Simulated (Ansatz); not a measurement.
Structure search: one P candidate

Level of theory: Ansatz 0.2.0, DFT PBE, scalar-relativistic, plane waves, PAW. Cutoff 420 eV, Gaussian smearing, Γ-centred meshes. Cell and atoms relax first on a coarse mesh and then on a finer one. In between, the cell is made exact in the group found at 0.06 Å. In metals the finer mesh still leaves noise of several meV/atom or more. The steps can't lower the symmetry of their start. No spin polarisation.

The cell of P is invented: 4-connected net of one element (P4_2/m, No. 84). Its size is a rough estimate.

```yaml
crystal:
  lattice:
    - [3.67682, 0.00000, 0.00000]
    - [0.00000, 3.67682, 0.00000]
    - [0.00000, 0.00000, 5.88354]
  atoms:
    - { symbol: P, position: [0.00000, 0.00000, 0.25000] }
    - { symbol: P, position: [0.00000, 0.00000, 0.75000] }
    - { symbol: P, position: [0.65668, 0.23682, 0.50000] }
    - { symbol: P, position: [0.34332, 0.76318, 0.50000] }
    - { symbol: P, position: [0.76318, 0.65668, 0.00000] }
    - { symbol: P, position: [0.23682, 0.34332, 0.00000] }
```

Energies count from the standard state of P at the same level. The references include black phosphorus.

Task: Where does the relaxation end?

Result: The symmetry stays P4_2/m (No. 84). The volume per atom grows by 54.7 %, from 13.3 to 20.5 Å³. The shortest distance goes from 2.09 Å (P–P) to 2.27 Å (P–P). The ratio c/a of the conventional cell changes by a factor of 0.79. The energy falls by about 0.62 eV/atom (the start's value is from the coarse mesh). Conventional cell: a = 4.606 Å, c = 5.801 Å. Around P on a site of symmetry -4 lie 4 P at 2.27 Å; around P on a site of symmetry m lie 3 P at 2.27–2.31 Å.

```cif
data_structure
_symmetry_space_group_name_H-M 'P4_2/m'
_symmetry_Int_Tables_number 84
_cell_length_a 4.6056
_cell_length_b 4.6056
_cell_length_c 5.8007
_cell_angle_alpha 90.000
_cell_angle_beta 90.000
_cell_angle_gamma 90.000
_cell_volume 123.04
loop_
_atom_site_label
_atom_site_type_symbol
_atom_site_symmetry_multiplicity
_atom_site_Wyckoff_symbol
_atom_site_fract_x
_atom_site_fract_y
_atom_site_fract_z
_atom_site_occupancy
P1 P 2 e 0.00000 0.00000 0.25000 1
P2 P 4 j 0.66789 0.18561 0.50000 1
```

Task: Give its energy and gap.

Result:

| Property | Result |
| --- | --- |
| Energy over the standard state | +0.28 eV/atom |
| Gap on the 8×8×8 mesh of the 6-atom cell | 0 eV (a metal) |

So it is a metastable form at best.

The last run used Gaussian smearing of 0.10 eV. The reference form of P is held partly by dispersion forces, which this level lacks. Symmetry constrained the relaxation, so the result can be a saddle point. Another cell of P relaxed alike, in P2/m, lies 279 meV/atom lower, so this cell isn't the stable form at this level.
